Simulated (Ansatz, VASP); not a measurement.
## InP in VASP and in Ansatz

```
In P
1.0
     0.00000    2.98003    3.02473
     2.98003    0.00000    3.02473
     2.98003    2.98003    0.00000
In P
1 1
Direct
  0.00000 0.00000 0.00000
  0.75000 0.75000 0.75000
```

Change from the starting cell: strain +0.000 along x and y, +0.015 along z, atoms carried along.

Alike in both runs: task single point; functional PBE; k mesh 10 × 10 × 10; occupations gaussian, width 0.05 eV; no spin polarisation.

```csv
,VASP,Ansatz
version,VASP 6.6.1,Ansatz 0.2.0
potentials or method,"VASP PAW PBE potentials, release 64 (In_d, P)","scalar-relativistic, plane waves, PAW"
plane-wave cutoff (eV),520,420
valence electrons in the cell,18,18
```

Ansatz gave:

```
gap on the k mesh at the Fermi level (eV)       : 0.34
least direct gap on the mesh (eV)               : 0.34
pressure (GPa)                                  : -0.9
largest component of the traceless stress (GPa) : 0.42
```

What did VASP give for the same quantities?

gap on the k mesh at the Fermi level (eV): 0.33; least direct gap on the mesh (eV): 0.33; pressure (GPa): -0.9; largest component of the traceless stress (GPa): 0.42.

Caveats: spin-orbit coupling is left out, which moves the levels of the heavy elements.
